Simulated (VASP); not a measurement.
# BaZrO3 (Pm-3m) in VASP: electric field gradients with PBEsol

Aim: the electric field gradients of BaZrO3 with PBEsol.

Everything below comes from runs of VASP 6.6.1. Logs are shortened: lines on timing, memory, paths and dates and some standing lists are left out, and cuts for length are marked.

## 1. The structure

It takes space group Pm-3m (No. 221, cubic). The conventional cell has a = 4.181 Å, b = 4.181 Å, c = 4.181 Å, α = 90.00°, β = 90.00°, γ = 90.00°. Ba (site symmetry m-3m) has 12 O at 2.96 Å as nearest neighbours. Zr (site symmetry m-3m) has 6 O at 2.09 Å as nearest neighbours. O (site symmetry 4/mmm) has 2 Zr at 2.09 Å as nearest neighbours.

## 2. Electric field gradients, PBEsol

INCAR

```
PREC = Accurate
ENCUT = 520
EDIFF = 1E-8
ISMEAR = 0
SIGMA = 0.01
LREAL = False
LASPH = True
NELM = 100
ALGO = Fast
ISIF = 2
LWAVE = False
LCHARG = False
GGA = PS
LEFG = True
NBANDS = 28
```

KPOINTS

```
Automatic mesh
0
Gamma
  6 6 6
```

POSCAR

```
BaZrO3
1.0
    4.1806461900      0.0000000000      0.0000000000
    0.0000000000      4.1806461900      0.0000000000
    0.0000000000      0.0000000000      4.1806461900
Ba Zr O
1 1 3
Direct
    0.0000000000      0.0000000000      0.0000000000
    0.5000000000      0.5000000000      0.5000000000
    0.0000000000      0.5000000000      0.5000000000
    0.5000000000      0.0000000000      0.5000000000
    0.5000000000      0.5000000000      0.0000000000
```

Potentials or basis: VASP PAW PBE potentials, release 64 (Ba_sv, Zr_sv, O).

Command:

```sh
$ cat potpaw_PBE.64/Ba_sv/POTCAR potpaw_PBE.64/Zr_sv/POTCAR potpaw_PBE.64/O/POTCAR > POTCAR
$ mpirun -np 1 vasp_std > vasp.out
```

OUTCAR:

```text
PREC = Accurate
   ENCUT = 520
   EDIFF = 1E-8
   ISMEAR = 0
   LREAL = False
   LASPH = True
   NELM = 100
   ISIF = 2
   GGA = PS

 ion  position               nearest neighbor table
   1  0.000  0.000  0.000-   3 2.96   4 2.96   5 2.96   3 2.96   4 2.96   3 2.96   5 2.96   3 2.96
                             4 2.96   5 2.96   4 2.96   5 2.96   2 3.62   2 3.62   2 3.62   2 3.62
   2  0.500  0.500  0.500-   3 2.09   4 2.09   5 2.09   5 2.09   4 2.09   3 2.09   1 3.62   1 3.62
                             1 3.62   1 3.62   1 3.62   1 3.62   1 3.62   1 3.62
   3  0.000  0.500  0.500-   2 2.09   2 2.09   1 2.96   1 2.96   1 2.96   1 2.96
   4  0.500  0.000  0.500-   2 2.09   2 2.09   1 2.96   1 2.96   1 2.96   1 2.96
   5  0.500  0.500  0.000-   2 2.09   2 2.09   1 2.96   1 2.96   1 2.96   1 2.96

  LATTYP: Found a simple cubic cell.
 ALAT       =     4.1806461900

  Lattice vectors:

 A1 = (   4.1806461900,   0.0000000000,   0.0000000000)
 A2 = (   0.0000000000,   4.1806461900,   0.0000000000)
 A3 = (   0.0000000000,   0.0000000000,   4.1806461900)

Analysis of symmetry for initial positions (statically):
=====================================================================
 Subroutine PRICEL returns:
 Original cell was already a primitive cell.

 Routine SETGRP: Setting up the symmetry group for a
 simple cubic supercell.

 Subroutine GETGRP returns: Found 48 space group operations
 (whereof 48 operations were pure point group operations)
 out of a pool of 48 trial point group operations.

The static configuration has the point symmetry O_h .

Analysis of symmetry for dynamics (positions and initial velocities):
=====================================================================
 Subroutine PRICEL returns:
 Original cell was already a primitive cell.

 Routine SETGRP: Setting up the symmetry group for a
 simple cubic supercell.

 Subroutine GETGRP returns: Found 48 space group operations
 (whereof 48 operations were pure point group operations)
 out of a pool of 48 trial point group operations.

The dynamic configuration has the point symmetry O_h .

 Subroutine INISYM returns: Found 48 space group operations
 (whereof 48 operations are pure point group operations),
[... 149 lines left out ...]

 val. band max:        3.6894863854   @ k =   0.5000   0.5000   0.5000
 cond. band min:       6.8115354394   @ k =   0.0000   0.0000   0.0000
 fundamental gap:      3.1220490540
 Fermi energy:         3.8363981880

 k-point     1 :       0.0000    0.0000    0.0000
  band No.  band energies     occupation
      1     -43.1386      2.00000
      2     -21.5286      2.00000
      3     -21.3594      2.00000
      4     -21.3594      2.00000
      5     -21.3594      2.00000
      6     -12.6130      2.00000
[... 609 lines left out ...]
     27      12.9048      0.00000
     28      12.9117      0.00000

------------------------ aborting loop because EDIFF is reached ----------------------------------------

  FORCE on cell =-STRESS in cart. coord.  units (eV):
  Direction    XX          YY          ZZ          XY          YZ          ZX
  --------------------------------------------------------------------------------------
  -------------------------------------------------------------------------------------
  Total        0.5320166      0.5320166      0.5320166     -0.0000000     -0.0000000      0.0000000
  in kB       11.6655571     11.6655571     11.6655571     -0.0000000     -0.0000000      0.0000000
  external PRESSURE =      11.6655571 kB  Pullay stress =       0.0000000 kB

 VOLUME and BASIS-vectors are now :
 -----------------------------------------------------------------------------
  energy-cutoff  :      520.00
  volume of cell :       73.07
      direct lattice vectors                 reciprocal lattice vectors
     4.180646190  0.000000000  0.000000000     0.239197472  0.000000000  0.000000000
     0.000000000  4.180646190  0.000000000     0.000000000  0.239197472  0.000000000
     0.000000000  0.000000000  4.180646190     0.000000000  0.000000000  0.239197472

 POSITION                                       TOTAL-FORCE (eV/Angst)
 -----------------------------------------------------------------------------------
      0.00000      0.00000      0.00000         0.000000      0.000000      0.000000
      2.09032      2.09032      2.09032         0.000000      0.000000      0.000000
      0.00000      2.09032      2.09032         0.000000      0.000000      0.000000
      2.09032      0.00000      2.09032         0.000000      0.000000      0.000000
      2.09032      2.09032      0.00000         0.000000      0.000000      0.000000
 -----------------------------------------------------------------------------------
    total drift:                                0.000000     -0.000000     -0.000000

  FREE ENERGIE OF THE ION-ELECTRON SYSTEM (eV)
  ---------------------------------------------------
  free  energy   TOTEN  =       -43.6206805559 eV

  energy  without entropy=      -43.6206805559  energy(sigma->0) =      -43.62068056

 Electric field gradients (V/A^2)
---------------------------------------------------------------------
 ion       V_xx      V_yy      V_zz      V_xy      V_xz      V_yz
---------------------------------------------------------------------
   1       0.000    -0.000    -0.000     0.000     0.000    -0.000
   2       0.000    -0.000    -0.000    -0.000     0.000     0.000
   3     -17.623     8.812     8.812    -0.000     0.000    -0.000
   4       8.812   -17.623     8.812     0.000     0.000    -0.000
   5       8.812     8.812   -17.623     0.000     0.000     0.000
---------------------------------------------------------------------

 Electric field gradients after diagonalization (V/A^2)
 (convention: |V_zz| > |V_xx| > |V_yy|)
----------------------------------------------------------------------
 ion       V_xx      V_yy      V_zz     asymmetry (V_yy - V_xx)/ V_zz
----------------------------------------------------------------------
   1       0.000    -0.000    -0.000       1.653
   2      -0.000    -0.000     0.000       0.805
   3       8.812     8.812   -17.623       0.000
   4       8.812     8.812   -17.623       0.000
   5       8.812     8.812   -17.623       0.000
----------------------------------------------------------------------

           NMR quadrupolar parameters

 Cq : quadrupolar parameter    Cq=e*Q*V_zz/h
 eta: asymmetry parameters     (V_yy - V_xx)/ V_zz
 Q  : nuclear electric quadrupole moment in mb (millibarn)
----------------------------------------------------------------------
 ion       Cq(MHz)       eta       Q (mb)
----------------------------------------------------------------------
   1      -0.000       1.653       1.000
   2       0.000       0.805       1.000
   3      -0.043       0.000       1.000
   4      -0.043       0.000       1.000
   5      -0.043       0.000       1.000
----------------------------------------------------------------------
```

OSZICAR:

```text
N       E                     dE             d eps       ncg     rms          rms(c)
DAV:   1     0.309557054554E+03    0.30956E+03   -0.21841E+04  1120   0.140E+03
DAV:   2    -0.293673726075E+02   -0.33892E+03   -0.33011E+03  1400   0.353E+02
DAV:   3    -0.498715752493E+02   -0.20504E+02   -0.20415E+02  1744   0.808E+01
[... 13 lines left out ...]
RMM:  64    -0.436206805228E+02   -0.15965E-07   -0.24873E-07   877   0.167E-03    0.189E-03
RMM:  65    -0.436206805288E+02   -0.60199E-08   -0.13160E-07   868   0.151E-03    0.188E-03
RMM:  66    -0.436206805449E+02   -0.16111E-07   -0.11603E-07  1107   0.177E-03    0.151E-03
RMM:  67    -0.436206805559E+02   -0.10977E-07   -0.16285E-07  1091   0.163E-03    0.152E-03
RMM:  68    -0.436206805559E+02    0.22737E-11   -0.45941E-08  1000   0.149E-03
   1 F= -.43620681E+02 E0= -.43620681E+02  d E =-.144493E-97
```

stdout:

```text
[... 34 lines left out ...]
 num prob  num prob  num prob  num prob  num prob  num prob  num prob  num prob  num prob  num prob  num prob  num prob  num prob  num prob  num prob  num prob  num prob  num prob  num prob  num prob  num prob  num prob  num prob  num prob  num prob  num prob  num prob  num prob  num prob  num prob  num prob  num prob  num prob RMM:  27    -0.436206672343E+02   -0.21101E-05   -0.23156E-05  1187   0.891E-03    0.387E-03
 num prob  num prob  num prob  num prob  num prob  num prob  num prob  num prob  num prob  num prob  num prob  num prob  num prob  num prob  num prob  num prob  num prob  num prob  num prob  num prob  num prob  num prob  num prob  num prob  num prob  num prob  num prob  num prob  num prob  num prob  num prob  num prob  num prob  num prob  num prob  num prob  num prob  num prob  num prob  num prob  num prob  num prob  num prob  num prob  num pr
```

Wall time 1.9 min (1 thread of Intel Xeon Platinum 8488C (Sapphire Rapids), shared host); peak memory 0.2 GiB.

Results:

```yaml
Free_energy: -43.6207 eV
Pressure: 1.2 GPa
Band_gap_on_the_k_mesh: 3.12 eV, indirect (least direct gap 3.33 eV)
```

Electric field gradients, principal values (V/Å²):
```csv
atom,Vxx,Vyy,Vzz
1 Ba,0.000,0.000,0.000
2 Zr,0.000,0.000,0.000
3 O,8.812,8.812,-17.623
4 O,8.812,8.812,-17.623
5 O,8.812,8.812,-17.623
```

Caveat: the PAW data sets were made with another functional, which shifts forces and pressure a little; spin-orbit coupling is left out, which moves the levels of the heavy elements. A k mesh can miss the band edges.
